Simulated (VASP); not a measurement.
Output of a VASP run:

**OSZICAR**
```
...
DAV:  12    -0.410288160942E+02    0.15535E-05   -0.78793E-06  2676   0.691E-02    0.474E-03
DAV:  13    -0.410288159584E+02    0.13580E-06   -0.46710E-06  2933   0.174E-02    0.188E-03
DAV:  14    -0.410288157631E+02    0.19532E-06   -0.38018E-07  1963   0.109E-02    0.886E-04
DAV:  15    -0.410288157877E+02   -0.24578E-07   -0.47409E-08  1462   0.235E-03
   1 F= -.41028816E+02 E0= -.41028816E+02  d E =-.410288E+02
       N       E                     dE             d eps       ncg     rms          rms(c)
DAV:   1    -0.410592579743E+02   -0.30442E-01   -0.55542E+00  1988   0.159E+01    0.112E+00
DAV:   2    -0.410574824172E+02    0.17756E-02   -0.22810E-01  2403   0.424E+00    0.667E-01
DAV:   3    -0.410452196419E+02    0.12263E-01   -0.14866E-02  2656   0.165E+00    0.168E-01
DAV:   4    -0.410451274254E+02    0.92216E-04   -0.48054E-03  2367   0.575E-01    0.522E-02
DAV:   5    -0.410450946499E+02    0.32776E-04   -0.48212E-04  2225   0.219E-01    0.157E-02
DAV:   6    -0.410450918410E+02    0.28089E-05   -0.42760E-05  2691   0.829E-02    0.654E-03
DAV:   7    -0.410450920431E+02   -0.20211E-06   -0.32144E-06  2414   0.177E-02    0.253E-03
DAV:   8    -0.410450920428E+02    0.33469E-09   -0.11493E-07  1538   0.328E-03
   2 F= -.41045092E+02 E0= -.41045092E+02  d E =-.162763E-01
       N       E                     dE             d eps       ncg     rms          rms(c)
DAV:   1    -0.410489262382E+02   -0.38342E-02   -0.86402E-01  2074   0.629E+00    0.445E-01
DAV:   2    -0.410484968915E+02    0.42935E-03   -0.34708E-02  2395   0.167E+00    0.263E-01
DAV:   3    -0.410465941946E+02    0.19027E-02   -0.23297E-03  2668   0.667E-01    0.684E-02
DAV:   4    -0.410465725076E+02    0.21687E-04   -0.74736E-04  2424   0.224E-01    0.208E-02
DAV:   5    -0.410465672280E+02    0.52796E-05   -0.69712E-05  2266   0.890E-02    0.745E-03
DAV:   6    -0.410465672154E+02    0.12635E-07   -0.49811E-06  2800   0.275E-02    0.255E-03
DAV:   7    -0.410465672163E+02   -0.93587E-09   -0.32330E-07  1885   0.553E-03
   3 F= -.41046567E+02 E0= -.41046567E+02  d E =-.177514E-01
       N       E                     dE             d eps       ncg     rms          rms(c)
DAV:   1    -0.410517124770E+02   -0.51453E-02   -0.25341E-01  1940   0.399E+00    0.459E-01
DAV:   2    -0.410490011860E+02    0.27113E-02   -0.67773E-03  2563   0.110E+00    0.277E-01
DAV:   3    -0.410473784987E+02    0.16227E-02   -0.21514E-03  2918   0.663E-01    0.217E-02
DAV:   4    -0.410474053847E+02   -0.26886E-04   -0.39307E-04  2050   0.163E-01    0.158E-02
DAV:   5    -0.410474040069E+02    0.13778E-05   -0.10591E-05  2671   0.313E-02    0.790E-03
DAV:   6    -0.410474040845E+02   -0.77591E-07   -0.16242E-06  2045   0.139E-02    0.226E-03
DAV:   7    -0.410474040836E+02    0.93405E-09   -0.16144E-07  1634   0.382E-03
   4 F= -.41047404E+02 E0= -.41047404E+02  d E =-.836867E-03
       N       E                     dE             d eps       ncg     rms          rms(c)
DAV:   1    -0.410475372836E+02   -0.13320E-03   -0.61035E-03  1957   0.619E-01    0.713E-02
DAV:   2    -0.410474715089E+02    0.65775E-04   -0.16192E-04  2561   0.172E-01    0.430E-02
DAV:   3    -0.410474323132E+02    0.39196E-04   -0.51809E-05  2920   0.103E-01    0.336E-03
DAV:   4    -0.410474330564E+02   -0.74313E-06   -0.94925E-06  2095   0.258E-02    0.248E-03
DAV:   5    -0.410474330543E+02    0.20600E-08   -0.23656E-07  1803   0.523E-03
   5 F= -.41047433E+02 E0= -.41047433E+02  d E =-.865838E-03
```

### OUTCAR
```
------------------------ aborting loop because EDIFF is reached ----------------------------------------
  FORCE on cell =-STRESS in cart. coord.  units (eV):
  Direction    XX          YY          ZZ          XY          YZ          ZX
  --------------------------------------------------------------------------------------
  Total       -3.9837180     -3.9837180     -3.9858547      0.0000000      0.0000000      0.0000000
  in kB     -106.5447167   -106.5447167   -106.6018617      0.0000000      0.0000000      0.0000000
  external PRESSURE =    -106.5637650 kB  Pullay stress =       0.0000000 kB
  volume of cell :       59.91
      direct lattice vectors                 reciprocal lattice vectors
     4.540759347  0.000000000  0.000000000     0.220227483 -0.000000000  0.000000000
     0.000000000  4.540759347  0.000000000    -0.000000000  0.220227483  0.000000000
     0.000000000  0.000000000  2.905429122     0.000000000  0.000000000  0.344183237
 POSITION                                       TOTAL-FORCE (eV/Angst)
 -----------------------------------------------------------------------------------
      0.00000      0.00000      0.00000         0.000000     -0.000000     -0.000000
      2.27038      2.27038      1.45271         0.000000     -0.000000     -0.000000
      1.40237      1.40237      0.00000         0.000824      0.000824      0.000000
      3.67275      0.86801      1.45271         0.000824     -0.000824     -0.000000
      0.86801      3.67275      1.45271        -0.000824      0.000824      0.000000
      3.13839      3.13839      0.00000        -0.000824     -0.000824     -0.000000
 -----------------------------------------------------------------------------------
    total drift:                               -0.000000      0.000000      0.000000
  FREE ENERGIE OF THE ION-ELECTRON SYSTEM (eV)
  ---------------------------------------------------
  free  energy   TOTEN  =       -41.0474330543 eV

  energy  without entropy=      -41.0474330543  energy(sigma->0) =      -41.04743305

 reached required accuracy - stopping structural energy minimisation
```
(Selected blocks of OUTCAR.)

File POSCAR:
```
GeO2
1
    4.5110032425     0.0000000000     0.0000000000
    0.0000000000     4.5110032425     0.0000000000
    0.0000000000     0.0000000000     2.9438859303
Ge O
2 4
Direct
  0.0000000000   0.0000000000   0.0000000000
  0.5000000000   0.5000000000   0.5000000000
  0.3062297162   0.3062297162   0.0000000000
  0.8062297162   0.1937702838   0.5000000000
  0.1937702838   0.8062297162   0.5000000000
  0.6937702838   0.6937702838   0.0000000000
```

Task: Write an INCAR and KPOINTS that could have produced this output.

Result: This is not unique; one that fits is the input of the run itself, PBEsol GGA, plane waves, VASP's PBE PAW potentials (set 64).

### INCAR
```
ALGO = Normal
EDIFF = 1E-7
EDIFFG = -0.01
ENCUT = 520
GGA = PS
IBRION = 2
ISIF = 4
ISMEAR = 0
LASPH = .TRUE.
LCHARG = .FALSE.
LMAXMIX = 4
LREAL = .FALSE.
LWAVE = .FALSE.
NELM = 100
NSW = 30
PREC = Accurate
SIGMA = 0.05
SYSTEM = GeO2
```

### KPOINTS
```
Regular mesh
0
G
5 5 8
```

POTCAR, in this order: Ge_d O (PBE.64 set). Program: vasp_std.

The compound is GeO2 in the rutile structure. This cell is one point of a volume scan, at 1.06 of the reference volume. Symmetry was kept, so distortions that lower it aren't found.
